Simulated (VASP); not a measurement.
Wanted: the native input for a VASP 6.6.1 run.

- Task: single point
- Functional: PBE
- Potentials or basis: VASP PAW PBE potentials, release 64 (Be, C, H)
- Cutoff: 520 eV
- k mesh: 4 × 4 × 1
- Occupations: fermi-dirac, width 0.15 eV
- Spin: no spin polarisation
- Dipole correction: no
- Further INCAR settings: LREAL = Auto; ALGO = Normal; EDIFF = 1e-06; NBANDS = 34

The structure of Be16HC lies in POSCAR:

```
Be16HC
1.0
    4.5800000000      0.0000000000      0.0000000000
    2.2900000000      3.9663960000      0.0000000000
    0.0000000000      0.0000000000     16.3826450000
Be C H
16 1 1
Direct
   -0.1666626328      0.3333252656      0.0610402044
    0.3333373672      0.3333252656      0.0610402044
   -0.1666628849      0.8333257698      0.0610402044
    0.3333371151      0.8333257698      0.0610402044
    0.0596408294     -0.0029497811      0.1758995571
    0.5340931794      0.0223376587      0.1813321353
    0.0570754684      0.5118752641      0.1790126075
    0.5117682061      0.5206993956      0.1747397932
   -0.1458202853      0.3399811819      0.2856132206
    0.3711247741      0.3305015435      0.2966492895
   -0.2093044397      0.8618403205      0.3047432206
    0.3182746358      0.8296952700      0.3004643023
   -0.0284929113     -0.0286910334      0.4078767501
    0.4314416928      0.0096056975      0.4110935688
    0.0172839361      0.5022443548      0.3979760289
    0.5774420042      0.4495264719      0.4052886454
    1.0238984460      0.2263515796      0.4653277905
    1.0200676480      0.1984673240      0.5320447339
```

The cell was built by a generator and needn't be a form met in nature.

One way to write it, as run:

INCAR

```
SYSTEM = Be16HC
PREC     = Accurate       ! precision mode
ENCUT    = 520            ! plane-wave cutoff, eV
EDIFF    = 1E-6           ! SCF threshold, eV
ISMEAR   = -1             ! smearing method
SIGMA    = 0.15           ! smearing width, eV
LREAL    = Auto         
LASPH    = .TRUE.         ! aspherical terms in the spheres
NELM     = 80             ! most SCF steps
ALGO     = Normal         ! electronic algorithm
ISIF     = 2              ! what is computed and relaxed
LWAVE    = .FALSE.        ! write WAVECAR
LCHARG   = .TRUE.         ! write CHGCAR
GGA      = PE             ! functional
LELF     = .TRUE.         ! ELF
LVHAR    = .TRUE.       
NBANDS   = 34             ! bands
```

KPOINTS

```
Automatic mesh
0
G
  4 4 1
  0 0 0
```

Potentials or basis: VASP PAW PBE potentials, release 64 (Be, C, H).

The run is started by

```console
$ cat potpaw_PBE.64/Be/POTCAR potpaw_PBE.64/C/POTCAR potpaw_PBE.64/H/POTCAR > POTCAR
$ mpirun -np 1 vasp_std > vasp.out
```

It gave:

```yaml
Largest_force: 1.486 eV/Å
Band_gap_on_the_k_mesh: none (metal or under the smearing width)
```

Caveat: the k mesh is coarse (spacing up to 0.40 Å⁻¹), so the values aren't converged.

It took 2.1 min on 1 thread of Intel(R) Xeon(R) 6975P-C (Granite Rapids), on a shared host, peak memory 0.4 GiB.
